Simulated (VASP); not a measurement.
# Pd (Im-3m) in VASP: further runs

Runs on Pd. Level: LDA. Tasks: single point.

All numbers are computed with VASP 6.6.1; they aren't measurements. Logs are shortened: lines on timing, memory, paths and dates and some standing lists are left out, and cuts for length are marked.

### Step 1. Starting point

Symmetry: Im-3m, No. 229, cubic system. The conventional cell has a = 3.056 Å, b = 3.056 Å, c = 3.056 Å, α = 90.00°, β = 90.00°, γ = 90.00°. Pd (site symmetry m-3m) is surrounded by 8 Pd at 2.65 Å.

This isn't the form of Pd at room conditions, which is fcc.

### Step 2. Single point, LDA, collinear spin, typed start

The input, INCAR:

```
PREC     = Accurate       # precision mode
ENCUT    = 520            # plane-wave cutoff, eV
EDIFF    = 1E-6           # SCF threshold, eV
ISMEAR   = -1             # smearing method
SIGMA    = 0.05           # smearing width, eV
LREAL    = False          # projectors in reciprocal space
LASPH    = True           # aspherical terms in the spheres
NELM     = 150            # most SCF steps
ALGO     = Normal         # electronic algorithm
ISIF     = 2              # what is computed and relaxed
LWAVE    = False          # write WAVECAR
LCHARG   = False          # write CHGCAR
ISPIN    = 2              # spin polarisation
MAGMOM   = 0.5            # initial moments
LORBIT   = 11             # projections on sites
LMAXMIX  = 4              # l up to which the mixer works
GGA      = CA             # functional
NBANDS   = 15             # bands
```

The input, KPOINTS:

```
regular mesh
0
Gamma
  24 24 24
```

The input, POSCAR:

```
Pd
1.0
   -1.5278890429      1.5278890429      1.5278890429
    1.5278890429     -1.5278890429      1.5278890429
    1.5278890429      1.5278890429     -1.5278890429
Pd
1
Direct
    0.0000000000      0.0000000000      0.0000000000
```

Potentials or basis: VASP PAW LDA potentials, release 64 (Pd).

Launch:

```console
> cat potpaw_LDA.64/Pd/POTCAR > POTCAR
> mpirun -np 1 vasp_std > vasp.out
```

OUTCAR:

```text
PREC = Accurate
   ENCUT = 520
   EDIFF = 1E-6
   ISMEAR = -1
   LREAL = False
   LASPH = True
   NELM = 150
   ISIF = 2
   ISPIN = 2
   LORBIT = 11
   GGA = CA

 ion  position               nearest neighbor table
   1  0.000  0.000  0.000-

  LATTYP: Found a body centered cubic cell.
 ALAT       =     3.0557780858

  Lattice vectors:

 A1 = (  -1.5278890429,   1.5278890429,   1.5278890429)
 A2 = (   1.5278890429,  -1.5278890429,   1.5278890429)
 A3 = (   1.5278890429,   1.5278890429,  -1.5278890429)

Analysis of symmetry for initial positions (statically):
=====================================================================
 Subroutine PRICEL returns:
 Original cell was already a primitive cell.

 Routine SETGRP: Setting up the symmetry group for a
 body centered cubic supercell.

 Subroutine GETGRP returns: Found 48 space group operations
 (whereof 48 operations were pure point group operations)
 out of a pool of 48 trial point group operations.

The static configuration has the point symmetry O_h .

Analysis of symmetry for dynamics (positions and initial velocities):
=====================================================================
 Subroutine PRICEL returns:
 Original cell was already a primitive cell.

 Routine SETGRP: Setting up the symmetry group for a
 body centered cubic supercell.

 Subroutine GETGRP returns: Found 48 space group operations
 (whereof 48 operations were pure point group operations)
 out of a pool of 48 trial point group operations.

The dynamic configuration has the point symmetry O_h .

Analysis of structural, dynamic, and magnetic symmetry:
=====================================================================
 Subroutine PRICEL returns:
 Original cell was already a primitive cell.

 Routine SETGRP: Setting up the symmetry group for a
 body centered cubic supercell.

 Subroutine GETGRP returns: Found 48 space group operations
 (whereof 48 operations were pure point group operations)
 out of a pool of 48 trial point group operations.

The overall configuration has the point symmetry O_h .

 Subroutine INISYM returns: Found 48 space group operations
 (whereof 48 operations are pure point group operations),
 and found     1 'primitive' translations

----------------------------------------------------------------------------------------

                                     Primitive cell

  volume of cell :      14.2671

  direct lattice vectors                    reciprocal lattice vectors
    -1.527889043  1.527889043  1.527889043     0.000000000  0.327248894  0.327248894
     1.527889043 -1.527889043  1.527889043     0.327248894  0.000000000  0.327248894
     1.527889043  1.527889043 -1.527889043     0.327248894  0.327248894  0.000000000

  length of vectors
     2.646381451  2.646381451  2.646381451     0.462799825  0.462799825  0.462799825

  position of ions in fractional coordinates (direct lattice)
     0.000000000  0.000000000  0.000000000

  ion indices of the primitive-cell ions
   primitive index   ion index
                 1           1

----------------------------------------------------------------------------------------

 KPOINTS: regular mesh

Automatic generation of k-mesh.
 Grid dimensions read from file:
 generate k-points for:   24   24   24

 Generating k-lattice:

  Cartesian coordinates                     Fractional coordinates (reciprocal lattice)
     0.000000000  0.013635371  0.013635371     0.041666667  0.000000000  0.000000000
     0.013635371  0.000000000  0.013635371     0.000000000  0.041666667  0.000000000
     0.013635371  0.013635371  0.000000000     0.000000000  0.000000000  0.041666667

  Length of vectors
     0.019283326  0.019283326  0.019283326

  Shift w.r.t. Gamma in fractional coordinates (k-lattice)
     0.000000000  0.000000000  0.000000000

 Subroutine IBZKPT returns following result:
 ===========================================

 Found    413 irreducible k-points:

 Following reciprocal coordinates:
            Coordinates               Weight
  0.000000  0.000000  0.000000      1.000000
  0.041667  0.000000  0.000000     12.000000
  0.083333  0.000000  0.000000     12.000000
  0.125000  0.000000  0.000000     12.000000
  0.166667  0.000000  0.000000     12.000000
  0.208333  0.000000  0.000000     12.000000
[... 16 lines left out ...]
  0.416667  0.041667  0.000000     48.000000
  0.458333  0.041667  0.000000     48.000000
 [... further k-points ...]
   k-points           NKPTS =    413   k-points in BZ     NKDIM =    413   number of bands    NBANDS=     15
   number of dos      NEDOS =    301   number of ions     NIONS =      1
   total plane-waves  NPLWV =   8000
   dimension x,y,z NGX =    20 NGY =   20 NGZ =   20
   dimension x,y,z NGXF=    40 NGYF=   40 NGZF=   40
   ions per type =               1
   NGX,Y,Z   is equivalent  to a cutoff of  12.56, 12.56, 12.56 a.u.
   NGXF,Y,Z  is equivalent  to a cutoff of  25.13, 25.13, 25.13 a.u.
 SYSTEM =  unknown system
   PREC   = accura    normal or accurate (medium, high low for compatibility)
   ISTART =      0    job   : 0-new  1-cont  2-samecut
   ICHARG =      2    charge: 1-file 2-atom 10-const
   ISPIN  =      2    spin polarized calculation?
   LNONCOLLINEAR =      F non collinear calculations
   LSORBIT =      F    spin-orbit coupling
   LASPH  =      T    aspherical Exc in radial PAW
   ENCUT  =  520.0 eV  38.22 Ry    6.18 a.u.   4.92  4.92  4.92*2*pi/ulx,y,z
   NELM   =    150;   NELMIN=  2; NELMDL= -5     # of ELM steps
   EDIFF  = 0.1E-05   stopping-criterion for ELM
   LREAL  =      F    real-space projection
   EDIFFG = 0.1E-04   stopping-criterion for IOM
   NSW    =      0    number of steps for IOM
   IBRION =     -1    ionic relax: 0-MD 1-quasi-New 2-CG
   NFREE  =      0    steps in history (QN), initial steepest desc. (CG)
   ISIF   =      2    stress and relaxation
   ISYM   =      2    0-nonsym 1-usesym 2-fastsym
   POTIM  = 0.5000    time-step for ionic-motion
   TEBEG  =    0.0;   TEEND  =   0.0 temperature during run
   PSTRESS=    0.0 pullay stress
   NELECT =      10.0000    total number of electrons
   NUPDOWN=      -1.0000    fix difference up-down
   EMIN   =  10.00;   EMAX   =-10.00  energy-range for DOS
   EFERMI =   0.00;   METHOD = LEGACY
   ISMEAR =    -1;   SIGMA  =   0.05  broadening in eV -4-tet -1-fermi 0-gaus
   EFERMI_NEDOS =   21; number of points for ismear=-14 and -15
   IALGO  =     38    algorithm
   IMIX   =      4    mixing-type and parameters
     AMIX     =   0.40;   BMIX     =  1.00
     AMIX_MAG =   1.60;   BMIX_MAG =  1.00
  volume/ion in A,a.u.               =      14.27        96.28
  Fermi-wavevector in a.u.,A,eV,Ry     =   1.454219  2.748075 28.772943  2.114752
  Thomas-Fermi vector in A             =   2.571395
   LORBIT       =     11    0 simple, 1 ext, 2 COOP (PROOUT), +10 PAW based schemes
   GGA     = CA    functional components
   LHFCALC =     F    Hartree Fock is set to
   AEXX    =    0.0000 exact exchange contribution
   IVDW    =     0    specifies the selected vdW correction
   LEPSILON=     F    determine dielectric tensor
   LRPA    =     F    only Hartree local field effects (RPA)
 spin polarized calculation
  energy-cutoff  :      520.00
  volume of cell :       14.27
 maximum number of plane-waves:       402
   NGX =  9   NGY =  9   NGZ =  9

 number of electron      10.0000000 magnetization       0.5000000

 number of electron       9.9999995 magnetization       0.0014692

 number of electron       9.9999995 magnetization      -0.0000134

 Free energy of the ion-electron system (eV)
  ---------------------------------------------------
  ext. energy  EPLUGINS =         0.00000000
  ---------------------------------------------------
  free energy    TOTEN  =        -6.44190423 eV

  energy without entropy =       -6.43186553  energy(sigma->0) =       -6.43688488

 E-fermi :  10.1599     XC(G=0): -13.7176

 val. band max:       10.1567827216   @ k =  -0.4167  -0.4583   0.0417
 cond. band min:      10.1633779028   @ k =  -0.3750   0.4583   0.1667
 fundamental gap:      0.0065951811
 Fermi energy:        10.1598692910

 spin component 1

 k-point     1 :       0.0000    0.0000    0.0000
  band No.  band energies     occupation
      1       2.6803      1.00000
      2       7.0139      1.00000
      3       7.0139      1.00000
      4       7.0139      1.00000
      5       9.1646      1.00000
      6       9.1646      1.00000
      7      29.5462      0.00000
      8      29.5462      0.00000
      9      29.5462      0.00000
     10      35.9641      0.00000
     11      38.5945      0.00000
     12      38.5945      0.00000
     13      40.0531      0.00000
     14      40.0531      0.00000
[... 401 lines left out ...]
      2       5.7503      1.00000
      3       9.0679      1.00000
      4       9.3337      1.00000
      5      10.4777      0.00173
      6      11.8180      0.00000
      7      18.4624      0.00000
      8      25.3283      0.00000
      9      28.0268      0.00000
     10      35.1174      0.00000
     11      35.7689      0.00000
     12      36.9624      0.00000
     13      37.3654      0.00000
     14      43.1775      0.00000
     15      44.8082      0.00000

 [... further k-points ...]

 spin component 2

 k-point     1 :       0.0000    0.0000    0.0000
  band No.  band energies     occupation
      1       2.6801      1.00000
      2       7.0141      1.00000
      3       7.0141      1.00000
      4       7.0141      1.00000
      5       9.1647      1.00000
      6       9.1647      1.00000
      7      29.5459      0.00000
      8      29.5459      0.00000
      9      29.5459      0.00000
     10      35.9644      0.00000
     11      38.5942      0.00000
     12      38.5942      0.00000
     13      40.0530      0.00000
     14      40.0530      0.00000
[... 401 lines left out ...]
      2       5.7505      1.00000
      3       9.0681      1.00000
      4       9.3338      1.00000
      5      10.4779      0.00173
      6      11.8179      0.00000
      7      18.4624      0.00000
      8      25.3280      0.00000
      9      28.0267      0.00000
     10      35.1172      0.00000
     11      35.7691      0.00000
     12      36.9622      0.00000
     13      37.3653      0.00000
     14      43.1775      0.00000
     15      44.8107      0.00000

 [... further k-points ...]

------------------------ aborting loop because EDIFF is reached ----------------------------------------

  FORCE on cell =-STRESS in cart. coord.  units (eV):
  Direction    XX          YY          ZZ          XY          YZ          ZX
  --------------------------------------------------------------------------------------
  -------------------------------------------------------------------------------------
  Total        0.0053197      0.0053197      0.0053197      0.0000000      0.0000000      0.0000000
  in kB        0.5974011      0.5974011      0.5974011      0.0000000      0.0000000      0.0000000
  external PRESSURE =       0.5974011 kB  Pullay stress =       0.0000000 kB

 VOLUME and BASIS-vectors are now :
 -----------------------------------------------------------------------------
  energy-cutoff  :      520.00
  volume of cell :       14.27
      direct lattice vectors                 reciprocal lattice vectors
    -1.527889043  1.527889043  1.527889043     0.000000000  0.327248894  0.327248894
     1.527889043 -1.527889043  1.527889043     0.327248894  0.000000000  0.327248894
     1.527889043  1.527889043 -1.527889043     0.327248894  0.327248894  0.000000000

 POSITION                                       TOTAL-FORCE (eV/Angst)
 -----------------------------------------------------------------------------------
      0.00000      0.00000      0.00000        -0.000000     -0.000000     -0.000000
 -----------------------------------------------------------------------------------
    total drift:                               -0.000000     -0.000000      0.000000

  FREE ENERGIE OF THE ION-ELECTRON SYSTEM (eV)
  ---------------------------------------------------
  free  energy   TOTEN  =        -6.4419042333 eV

  energy  without entropy=       -6.4318655253  energy(sigma->0) =       -6.43688488

 total charge

# of ion       s       p       d       tot
------------------------------------------
    1        0.507   0.508   8.506   9.521

 magnetization (x)

# of ion       s       p       d       tot
------------------------------------------
    1       -0.000  -0.000   0.000   0.000
```

Run time: 80 s. Hardware: 1 thread of AMD EPYC 9R45 (Zen 5), shared host; peak memory 0.19 GiB.

What came out:

* Free energy: -6.4419 eV
* Pressure: 0.1 GPa
* Band gap on the k mesh: none (metal or under the smearing width)
* Net moment: 0.00 μB per cell
* Valence electrons inside the program's atomic spheres: Pd 9.52

### Step 3. Single point, LDA, collinear spin, typed start

The input, INCAR:

```
PREC     = Accurate       # precision mode
ENCUT    = 520            # plane-wave cutoff, eV
EDIFF    = 1E-6           # SCF threshold, eV
ISMEAR   = -1             # smearing method
SIGMA    = 0.05           # smearing width, eV
LREAL    = F              # projectors in reciprocal space
LASPH    = T              # aspherical terms in the spheres
NELM     = 150            # most SCF steps
ALGO     = Normal         # electronic algorithm
ISIF     = 2              # what is computed and relaxed
LWAVE    = F              # write WAVECAR
LCHARG   = F              # write CHGCAR
ISPIN    = 2              # spin polarisation
MAGMOM   = 0.5            # initial moments
LORBIT   = 11             # projections on sites
LMAXMIX  = 4              # l up to which the mixer works
NBANDS   = 15             # bands
```

The input, KPOINTS:

```
regular mesh
0
Gamma
  16 16 16
```

POSCAR is that of step 2.

Potentials or basis: VASP PAW LDA potentials, release 64 (Pd).

Launch:

```console
> cat potpaw_LDA.64/Pd/POTCAR > POTCAR
> mpirun -np 1 vasp_std > vasp.out
```

Wall time 30 s (1 thread of AMD EPYC 9R45 (Zen 5), shared host); peak memory 0.12 GiB.

It converged, with:

| Item | Value |
| --- | --- |
| Free energy | -6.4392 eV |
| Pressure | 0.2 GPa |
| Band gap on the k mesh | none (metal or under the smearing width) |
| Net moment | 0.00 μB per cell |
| Valence electrons inside the program's atomic spheres | Pd 9.52 |

Levels at points of the mesh, in eV from the Fermi level:
Spin up:
| k point | band 1 | band 2 | band 3 | band 4 | band 5 | band 6 | band 7 | band 8 | band 9 | band 10 |
| --- | --- | --- | --- | --- | --- | --- | --- | --- | --- | --- |
| (0.00, 0.00, 0.00) | -7.50 | -3.16 | -3.16 | -3.16 | -1.01 | -1.01 | 19.36 | 19.36 | 19.36 | 25.80 |
| (0.50, 0.00, 0.00) | -5.65 | -4.44 | -1.09 | -0.75 | 0.66 | 1.25 | 8.18 | 15.14 | 18.03 | 24.94 |
| (0.50, 0.50, 0.50) | -5.58 | -5.58 | 0.24 | 0.24 | 0.24 | 9.23 | 9.23 | 9.23 | 18.18 | 18.18 |
Spin down:
| k point | band 2 | band 3 | band 4 | band 5 | band 6 | band 7 | band 8 | band 9 |
| --- | --- | --- | --- | --- | --- | --- | --- | --- |
| (0.00, 0.00, 0.00) | -3.16 | -3.16 | -3.16 | -1.01 | -1.01 | 19.36 | 19.36 | 19.36 |
| (0.50, 0.00, 0.00) | -4.44 | -1.09 | -0.75 | 0.66 | 1.25 | 8.18 | 15.13 | 18.03 |
| (0.50, 0.50, 0.50) | -5.58 | 0.24 | 0.24 | 0.24 | 9.23 | 9.23 | 9.23 | 18.18 |

### Step 4. Single point, LDA, collinear spin, typed start

This run uses another cell than the first one, of 13.13 Å³/atom, 0.920 times its volume.

The input, INCAR:

```
ALGO = Normal
EDIFF = 1E-6
ENCUT = 520
GGA = CA
ISIF = 2
ISMEAR = -1
ISPIN = 2
LASPH = True
LCHARG = True
LELF = True
LMAXMIX = 4
LORBIT = 11
LREAL = False
LVHAR = True
LWAVE = False
MAGMOM = 0.5
NBANDS = 15
NELM = 150
PREC = Accurate
SIGMA = 0.05
```

The input, KPOINTS:

```
k-points
0
Gamma
  16 16 16
```

The input, POSCAR:

```
Pd
1.0
   -1.4860078109      1.4860078109      1.4860078109
    1.4860078109     -1.4860078109      1.4860078109
    1.4860078109      1.4860078109     -1.4860078109
Pd
1
Direct
    0.0000000000      0.0000000000      0.0000000000
```

Launch:

```console
> cat potpaw_LDA.64/Pd/POTCAR > POTCAR
> mpirun -np 1 vasp_std > vasp.out
```

Run time: 29 s. Hardware: 1 thread of AMD EPYC 9R45 (Zen 5), shared host; peak memory 0.12 GiB.

The run converged. Its results:

| Quantity | Value |
| --- | --- |
| Free energy | -6.3612 eV |
| Pressure | 23.3 GPa |
| Band gap on the k mesh | none (metal or under the smearing width) |
| Net moment | 0.00 μB per cell |
| Valence electrons inside the program's atomic spheres | Pd 9.73 |

Levels at points of the mesh, in eV from the Fermi level:
Spin up:
| k point | band 1 | band 2 | band 3 | band 4 | band 5 | band 6 | band 7 | band 8 | band 9 | band 10 |
| --- | --- | --- | --- | --- | --- | --- | --- | --- | --- | --- |
| (0.00, 0.00, 0.00) | -8.19 | -3.60 | -3.60 | -3.60 | -1.17 | -1.17 | 19.46 | 19.46 | 19.46 | 25.47 |
| (0.50, 0.00, 0.00) | -6.39 | -5.06 | -1.24 | -0.85 | 0.78 | 1.10 | 8.97 | 15.27 | 18.91 | 25.40 |
| (0.50, 0.50, 0.50) | -6.38 | -6.38 | 0.29 | 0.29 | 0.29 | 9.56 | 9.56 | 9.56 | 19.28 | 19.28 |
Spin down:
| k point | band 1 | band 2 | band 3 | band 4 | band 5 | band 6 | band 7 | band 8 | band 9 | band 10 |
| --- | --- | --- | --- | --- | --- | --- | --- | --- | --- | --- |
| (0.00, 0.00, 0.00) | -8.19 | -3.60 | -3.60 | -3.60 | -1.17 | -1.17 | 19.46 | 19.46 | 19.46 | 25.47 |
| (0.50, 0.00, 0.00) | -6.39 | -5.06 | -1.24 | -0.85 | 0.78 | 1.10 | 8.97 | 15.27 | 18.91 | 25.40 |
| (0.50, 0.50, 0.50) | -6.38 | -6.38 | 0.29 | 0.29 | 0.29 | 9.56 | 9.56 | 9.56 | 19.28 | 19.28 |

Caveat: so large a pressure means that the cell lies far from this level's equilibrium, or that cutoff or potentials fall short.

### Step 5. Summary

```tsv
cell	k mesh	gap on the mesh (eV)	pressure (GPa)	moment (μB)
Im-3m, 14.27 Å³/atom	24 × 24 × 24	none	0.1	0.00
Im-3m, 14.27 Å³/atom	16 × 16 × 16	none	0.2	0.00
Im-3m, 13.13 Å³/atom	16 × 16 × 16	none	23.3	0.00
```

Alike in all rows: task single point; level LDA; potentials or basis VASP PAW LDA potentials, release 64 (Pd); spin collinear, typed start; cutoff (eV) 520; smearing fermi-dirac 0.05 eV.

Every run on the cell as given and a fine mesh finds a metal.

Caveats: so large a pressure means that the cell lies far from this level's equilibrium, or that cutoff or potentials fall short (some runs).

Total energies depend on the potentials used, so only differences within one code and one set of settings carry meaning.
